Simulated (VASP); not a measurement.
**BeTe in VASP: how settings move the r2SCAN single point**

Aim: see what changed inputs do to the r2SCAN single point of BeTe (zincblende).

Code: VASP 6.6.1. PAW datasets, plane waves. The values are computed, spin-unpolarised, and not measurements.

## (1) The system as given

The cell comes from an earlier relaxation with r2SCAN in another program.

The symmetry is F-43m (No. 216, cubic); a = 5.657 Å in the conventional setting, 22.63 Å³ an atom. Near Be stand 4 Te at 2.45 Å; near Te stand 4 Be at 2.45 Å.

The structure in full:

```cif
data_structure
_symmetry_space_group_name_H-M 'P 1'
_symmetry_Int_Tables_number 1
_cell_length_a 4.0003
_cell_length_b 4.0003
_cell_length_c 4.0003
_cell_angle_alpha 60.000
_cell_angle_beta 60.000
_cell_angle_gamma 60.000
_cell_volume 45.26
loop_
_atom_site_label
_atom_site_type_symbol
_atom_site_fract_x
_atom_site_fract_y
_atom_site_fract_z
_atom_site_occupancy
Be1 Be 0.00000 0.00000 0.00000 1
Te1 Te 0.25000 0.25000 0.25000 1
```

## (2) Baseline

INCAR reads:

```
ENCUT = 520.000000
SIGMA = 0.010000
EDIFF = 1.00e-07
ALGO = Normal
METAGGA = R2SCAN
PREC = Accurate
IBRION = -1
ISIF = 2
ISMEAR = 0
NBANDS = 11
NELM = 120
NSW = 0
LASPH = .TRUE.
LCHARG = .FALSE.
LWAVE = .FALSE.
LREAL = .FALSE.
```

KPOINTS reads:

```
KPOINTS created by Atomic Simulation Environment
0
Gamma
8 8 8
0 0 0
```

POSCAR reads:

```
Be Te
 1.0000000000000000
    -0.0000000000000000    2.8286236223570662    2.8286236223570662
     2.8286236223570662    0.0000000000000000    2.8286236223570662
     2.8286236223570662    2.8286236223570662    0.0000000000000000
 Be  Te
   1   1
Cartesian
  0.0000000000000000  0.0000000000000000  0.0000000000000000
  1.4143118111785331  1.4143118111785331  1.4143118111785331
```

A file KPOINTS_OPT adds named points for the levels; it doesn't enter the self-consistent loop.

Potentials: the recommended PBE PAW datasets, 8 valence electrons.

Launch:

```
> mpirun -np 1 vasp_std
```

## (3) Try 1

INCAR reads:

```
ENCUT = 520.000000
SIGMA = 0.010000
ALGO = Normal
METAGGA = R2SCAN
PREC = Accurate
IBRION = -1
ISIF = 2
ISMEAR = 0
NBANDS = 11
NSW = 0
LASPH = .TRUE.
LCHARG = .FALSE.
LWAVE = .FALSE.
LREAL = .FALSE.
EDIFF = 0.001
AMIX = 0.2
BMIX = 0.0001
NELM = 62
```

KPOINTS is that of step 2.

POSCAR is that of step 2.

## (4) Try 2

INCAR reads:

```
ENCUT = 520.000000
ALGO = Normal
PREC = Accurate
IBRION = -1
ISIF = 2
NBANDS = 11
NSW = 0
LASPH = .TRUE.
LCHARG = .FALSE.
LWAVE = .FALSE.
LREAL = .FALSE.
EDIFF = 0.0001
GGA = PE
ISMEAR = 2
SIGMA = 0.2
NELM = 98
```

KPOINTS is that of step 2.

POSCAR is that of step 2.

## (5) Try 3

INCAR, as its differences from that of step 2:

```diff
@@ -4,3 +4,2 @@
 ALGO = Normal
-METAGGA = R2SCAN
 PREC = Accurate
@@ -10,3 +9,2 @@
 NBANDS = 11
-NELM = 120
 NSW = 0
@@ -16 +14,3 @@
 LREAL = .FALSE.
+NELM = 94
+GGA = XX
```

KPOINTS is that of step 2.

POSCAR is that of step 2.

**Question.** What will these runs give? Wanted: for each run, changed; ending; energy change; pressure; electronic steps; usable.

**Answer**, as computed:

| run | changed | ending | energy change (meV/atom) | pressure (GPa) | gap on the mesh (eV; negative: overlap) | electronic steps | time | usable |
| --- | --- | --- | --- | --- | --- | --- | --- | --- |
| ref. | – | converged | 0 | 0.2 | 2.37 | 14 | 50 s | yes |
| 1 | EDIFF = 0.001, AMIX = 0.2, BMIX = 0.0001, NELM = 62 | converged | 0.0 | 0.0 | 2.36 | 10 | 34 s | yes |
| 2 | EDIFF = 0.0001, GGA = PE, ISMEAR = 2, SIGMA = 0.2, NELM = 98 | converged | – | 0.3 | 2.00 | 10 | 9.7 s | no |
| 3 | GGA = XX | refused | – | – | – | – | 0.8 s | no |

Of 3 altered inputs, 1 gave no result, 1 ended normally on a faulty or unsound input, 1 gave usable results.
